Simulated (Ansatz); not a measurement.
# InSe: the cost of one run

Program: Ansatz 0.2.0. Level of theory: DFT LDA, scalar-relativistic, plane waves, PAW, and further levels as typed in the inputs. These are calculated values, not measurements.

## 1. The structure to begin with

The structure is hexagonal, space group P-6m2 (No. 187). Conventional cell: a = 4.000 Å, b = 4.000 Å, c = 23.380 Å, α = 90.00°, β = 90.00°, γ = 120.00°. Se (site symmetry 3m) has 3 In at 2.65 Å as nearest neighbours. In (site symmetry 3m) has 3 Se at 2.65 Å and 1 In at 2.79 Å as nearest neighbours.

Structure file:

```
CELL_PARAMETERS angstrom
4.00000 0.00000 0.00000
-2.00000 3.46410 0.00000
0.00000 0.00000 23.38000
ATOMIC_POSITIONS crystal
Se 0.33333 0.66667 0.38494
In 0.00000 0.00000 0.44033
In 0.00000 0.00000 0.55967
Se 0.33333 0.66667 0.61506
```

## 2. Relaxing the atoms: In2Se2 sheet, no spin

Contents of input.yaml:

```yaml
crystal:
  lattice:
    - [4.0, 0.0, 0.0]
    - [-2.0, 3.4641016151, 0.0]
    - [0.0, 0.0, 23.38]
  atoms:
    - { symbol: Se, position: [0.3333333333, 0.6666666667, 0.3849443969] }
    - { symbol: In, position: [0.0, 0.0, 0.4403336185] }
    - { symbol: In, position: [0.0, 0.0, 0.5596663815] }
    - { symbol: Se, position: [0.3333333333, 0.6666666667, 0.6150556031] }
  periodic: [true, true, false]
scf:
  occupations: { method: gaussian, width: 0.02 }
  n_extra_bands: 6
output:
  forces: true
  stress: false
  write_density: true
  write_potential: true
  elf: true
  volumetric_format: npy
kpoints:
  mp_grid: { grid: [12, 12, 1] }
hamiltonian:
  xc: lda
relax:
  f_tol: 0.005
  max_steps: 100
```

Command:

```console
ansatz run input.yaml --threads 8 --pin off --max-ram 24576MiB --backend cpu --events-out ev --progress --plain --runs-dir out
```

Q: Estimate wall time and peak memory on 8 threads of Intel Xeon Platinum 8259CL at 2.50GHz (Skylake/Cascade Lake), shared host.

About 23 s, with a peak of 1.3 GiB.
